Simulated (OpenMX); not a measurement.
# Sn (Fd-3m) in OpenMX: notebook, part 2 of 2

OpenMX 3.8.5. The steps go on from the part before.

**3. Single point, PBE, 33.80 Å³/atom**

Sn.dat reads:

```
System.CurrrentDirectory             ./
System.Name                          Sn
DATA.PATH                            ./DFT_DATA13
level.of.stdout                      1
level.of.fileout                     0
Species.Number                       1
<Definition.of.Atomic.Species
  Sn  Sn7.0-s3p2d1           Sn_PBE13
Definition.of.Atomic.Species>

Atoms.Number                         2
Atoms.SpeciesAndCoordinates.Unit     FRAC
<Atoms.SpeciesAndCoordinates
    1  Sn    0.7500000000    0.7500000000    0.7500000000   7.000  7.000
    2  Sn    0.5000000000    0.5000000000    0.5000000000   7.000  7.000
Atoms.SpeciesAndCoordinates>

Atoms.UnitVectors.Unit               Ang
<Atoms.UnitVectors
     0.0000000000    3.2333428000    3.2333428000
     3.2333428000    0.0000000000    3.2333428000
     3.2333428000    3.2333428000    0.0000000000
Atoms.UnitVectors>

scf.XcType                           GGA-PBE
scf.SpinPolarization                 off
scf.ElectronicTemperature            580.226
scf.energycutoff                     500.0
scf.maxIter                          100
scf.EigenvalueSolver                 band
scf.Kgrid                            7 7 7
scf.Mixing.Type                      rmm-diisk
scf.Init.Mixing.Weight               0.05
scf.Min.Mixing.Weight                0.001
scf.Max.Mixing.Weight                0.3
scf.Mixing.History                   25
scf.Mixing.StartPulay                8
scf.criterion                        1.0e-8
MD.Type                              nomd
```

Potentials or basis: OpenMX 2013 PBE set, Sn7.0-s3p2d1, fixed grid of 50 × 50 × 50 points.

On the command line:

```bash
openmx Sn.dat -nt 1 > Sn.std
```

Sn.out:

```text
Required cutoff energy (Ryd) for 3D-grids = 500.0000
      Used cutoff energy (Ryd) for 3D-grids = 495.6782, 495.6782, 495.6782
  Num. of grids of a-, b-, and c-axes = 50, 50, 50

  Num.Grid1.    50
  Num.Grid2.    50
  Num.Grid3.    50

  Cell_Volume =    456.227811550162 (Bohr^3)
  GridVol     =      0.003649822492 (Bohr^3)
  Cell vectors (bohr) of the grid cell (gtv)
    gtv_a =  0.000000000000,  0.122202638383,  0.122202638383
    gtv_b =  0.122202638383,  0.000000000000,  0.122202638383
    gtv_c =  0.122202638383,  0.122202638383,  0.000000000000
    |gtv_a| =  0.172820628559
    |gtv_b| =  0.172820628559
    |gtv_c| =  0.172820628559

[... 206 lines left out ...]
   sum over m      0.002249678  0.002249678   0.004499356   0.000000000
   sum over m+mul  0.836352177  0.836352177   1.672704353   0.000000000
  px          0    0.395638627  0.395638627   0.791277254   0.000000000
  py          0    0.395638850  0.395638850   0.791277700   0.000000000
  pz          0    0.395638638  0.395638638   0.791277277   0.000000000
   sum over m      1.186916116  1.186916116   2.373832231   0.000000000
  px          1   -0.006386718 -0.006386718  -0.012773437   0.000000000
  py          1   -0.006386706 -0.006386706  -0.012773411   0.000000000
  pz          1   -0.006386713 -0.006386713  -0.012773425   0.000000000
   sum over m     -0.019160137 -0.019160137  -0.038320273   0.000000000
   sum over m+mul  1.167755979  1.167755979   2.335511958   0.000000000
  d3z^2-r^2   0    0.999499586  0.999499586   1.998999172   0.000000000
  dx^2-y^2    0    0.999499585  0.999499585   1.998999171   0.000000000
  dxy         0    0.998961724  0.998961724   1.997923447   0.000000000
  dxz         0    0.998961724  0.998961724   1.997923448   0.000000000
  dyz         0    0.998961723  0.998961723   1.997923446   0.000000000
   sum over m      4.995884342  4.995884342   9.991768684   0.000000000
   sum over m+mul  4.995884342  4.995884342   9.991768684   0.000000000

***********************************************************
       xyz-coordinates (Ang) and forces (Hartree/Bohr)
***********************************************************

<coordinates.forces
  2
    1    Sn     4.85001   4.85001   4.85001   0.000219801258  0.000219808077  0.000219757809
    2    Sn     3.23334   3.23334   3.23334  -0.000220029084 -0.000220036040 -0.000219985563
coordinates.forces>

***********************************************************
       Fractional coordinates of the final structure
***********************************************************

     1     Sn     0.75000000000000   0.75000000000000   0.75000000000000
     2     Sn     0.50000000000000   0.50000000000000   0.50000000000000
```

Wall time 29 s (1 thread of Arm Neoverse V1, shared host); peak memory 0.61 GiB.

What came out:

* Free energy: -3865.7669 eV
* Band gap on the k mesh: none (metal or under the smearing width)

Caveat: the basis has few d functions beyond the semicore shells, which can make volumes several per cent too large; the basis of atomic orbitals isn't converged, which shifts pressures, moduli and gaps.

**4. Single point, PBE, 33.13 Å³/atom (volume scaled by 0.98)**

Edit Sn.dat of step 3 so:

```diff
@@ -19,5 +19,5 @@
 <Atoms.UnitVectors
-     0.0000000000    3.2333428000    3.2333428000
-     3.2333428000    0.0000000000    3.2333428000
-     3.2333428000    3.2333428000    0.0000000000
+     0.0000000000    3.2116418589    3.2116418589
+     3.2116418589    0.0000000000    3.2116418589
+     3.2116418589    3.2116418589    0.0000000000
 Atoms.UnitVectors>
@@ -27,3 +27,2 @@
 scf.ElectronicTemperature            580.226
-scf.energycutoff                     500.0
 scf.maxIter                          100
@@ -39 +38,3 @@
 MD.Type                              nomd
+scf.Ngrid                            50 50 50
+scf.energycutoff                     500.0
```

On the command line:

```bash
openmx Sn.dat -nt 1 > Sn.std
```

Wall time 32 s (1 thread of Arm Neoverse V1, shared host); peak memory 0.61 GiB.

The run converged. Its results:

```yaml
Free_energy: -3865.7337 eV
Band_gap_on_the_k_mesh: none (metal or under the smearing width)
```

Caveat: the basis has few d functions beyond the semicore shells, which can make volumes several per cent too large; the basis of atomic orbitals isn't converged, which shifts pressures, moduli and gaps.

**5. Single point, PBE, 34.48 Å³/atom (volume scaled by 1.02)**

Edit Sn.dat of step 4 so:

```diff
@@ -19,5 +19,5 @@
 <Atoms.UnitVectors
-     0.0000000000    3.2116418589    3.2116418589
-     3.2116418589    0.0000000000    3.2116418589
-     3.2116418589    3.2116418589    0.0000000000
+     0.0000000000    3.2547562903    3.2547562903
+     3.2547562903    0.0000000000    3.2547562903
+     3.2547562903    3.2547562903    0.0000000000
 Atoms.UnitVectors>
```

On the command line:

```bash
openmx Sn.dat -nt 1 > Sn.std
```

Run time: 28 s. Hardware: 1 thread of Arm Neoverse V1, shared host; peak memory 0.6 GiB.

The run converged. Its results:

```
Free energy            : -3865.7940 eV
Band gap on the k mesh : none (metal or under the smearing width)
```

Caveat: the basis has few d functions beyond the semicore shells, which can make volumes several per cent too large; the basis of atomic orbitals isn't converged, which shifts pressures, moduli and gaps.

**6. Single point, PBE, 32.45 Å³/atom (volume scaled by 0.96)**

Edit Sn.dat of step 5 so:

```diff
@@ -19,5 +19,5 @@
 <Atoms.UnitVectors
-     0.0000000000    3.2547562903    3.2547562903
-     3.2547562903    0.0000000000    3.2547562903
-     3.2547562903    3.2547562903    0.0000000000
+     0.0000000000    3.1896436215    3.1896436215
+     3.1896436215    0.0000000000    3.1896436215
+     3.1896436215    3.1896436215    0.0000000000
 Atoms.UnitVectors>
```

Potentials or basis: OpenMX 2013 PBE set, Sn7.0-s3p2d1, fixed grid of 50 × 50 × 50 points.

On the command line:

```bash
openmx Sn.dat -nt 1 > Sn.std
```

Wall time 31 s (1 thread of Arm Neoverse V1, shared host); peak memory 0.62 GiB.

It converged, with:

```yaml
Free_energy: -3865.6925 eV
Band_gap_on_the_k_mesh: none (metal or under the smearing width)
```

Caveat: the basis has few d functions beyond the semicore shells, which can make volumes several per cent too large; the basis of atomic orbitals isn't converged, which shifts pressures, moduli and gaps.

**7. Single point, PBE, 35.16 Å³/atom (volume scaled by 1.04)**

Edit Sn.dat of step 6 so:

```diff
@@ -19,5 +19,5 @@
 <Atoms.UnitVectors
-     0.0000000000    3.1896436215    3.1896436215
-     3.1896436215    0.0000000000    3.1896436215
-     3.1896436215    3.1896436215    0.0000000000
+     0.0000000000    3.2758916636    3.2758916636
+     3.2758916636    0.0000000000    3.2758916636
+     3.2758916636    3.2758916636    0.0000000000
 Atoms.UnitVectors>
```

On the command line:

```bash
openmx Sn.dat -nt 1 > Sn.std
```

Run time: 30 s. Hardware: 1 thread of Arm Neoverse V1, shared host; peak memory 0.59 GiB.

The run converged. Its results:

| Item | Value |
| --- | --- |
| Free energy | -3865.8169 eV |
| Band gap on the k mesh | none (metal or under the smearing width) |

Caveat: the basis has few d functions beyond the semicore shells, which can make volumes several per cent too large; the basis of atomic orbitals isn't converged, which shifts pressures, moduli and gaps.

**8. Single point, PBE, 31.77 Å³/atom (volume scaled by 0.94)**

Edit Sn.dat of step 7 so:

```diff
@@ -19,5 +19,5 @@
 <Atoms.UnitVectors
-     0.0000000000    3.2758916636    3.2758916636
-     3.2758916636    0.0000000000    3.2758916636
-     3.2758916636    3.2758916636    0.0000000000
+     0.0000000000    3.1673376916    3.1673376916
+     3.1673376916    0.0000000000    3.1673376916
+     3.1673376916    3.1673376916    0.0000000000
 Atoms.UnitVectors>
```

On the command line:

```bash
openmx Sn.dat -nt 1 > Sn.std
```

Wall time 32 s (1 thread of Arm Neoverse V1, shared host); peak memory 0.63 GiB.

Results (log left out):

```
Free energy            : -3865.6417 eV
Band gap on the k mesh : none (metal or under the smearing width)
```

Caveat: the basis has few d functions beyond the semicore shells, which can make volumes several per cent too large; the basis of atomic orbitals isn't converged, which shifts pressures, moduli and gaps.

**9. Single point, PBE, 35.83 Å³/atom (volume scaled by 1.06)**

Edit Sn.dat of step 8 so:

```diff
@@ -19,5 +19,5 @@
 <Atoms.UnitVectors
-     0.0000000000    3.1673376916    3.1673376916
-     3.1673376916    0.0000000000    3.1673376916
-     3.1673376916    3.1673376916    0.0000000000
+     0.0000000000    3.2967577782    3.2967577782
+     3.2967577782    0.0000000000    3.2967577782
+     3.2967577782    3.2967577782    0.0000000000
 Atoms.UnitVectors>
```

Potentials or basis: OpenMX 2013 PBE set, Sn7.0-s3p2d1, fixed grid of 50 × 50 × 50 points.

On the command line:

```bash
openmx Sn.dat -nt 1 > Sn.std
```

Wall time 30 s (1 thread of Arm Neoverse V1, shared host); peak memory 0.59 GiB.

Results (log left out):

```yaml
Free_energy: -3865.8351 eV
Band_gap_on_the_k_mesh: none (metal or under the smearing width)
```

Caveat: the basis has few d functions beyond the semicore shells, which can make volumes several per cent too large; the basis of atomic orbitals isn't converged, which shifts pressures, moduli and gaps.

**10. Equation of state, PBE**

This step only gathers the single runs of the series.

Results (log left out):

```yaml
Equilibrium_volume: outside the volumes run
```

Energy against volume, from the lowest point:
| volume (Å³/atom) | energy (meV/atom) |
| --- | --- |
| 31.775 | 96.70 |
| 32.451 | 71.31 |
| 33.127 | 50.70 |
| 33.803 | 34.10 |
| 34.479 | 20.54 |
| 35.155 | 9.07 |
| 35.831 | 0.00 |

Caveat: the basis has few d functions beyond the semicore shells, which can make volumes several per cent too large; the basis of atomic orbitals isn't converged, which shifts pressures, moduli and gaps.
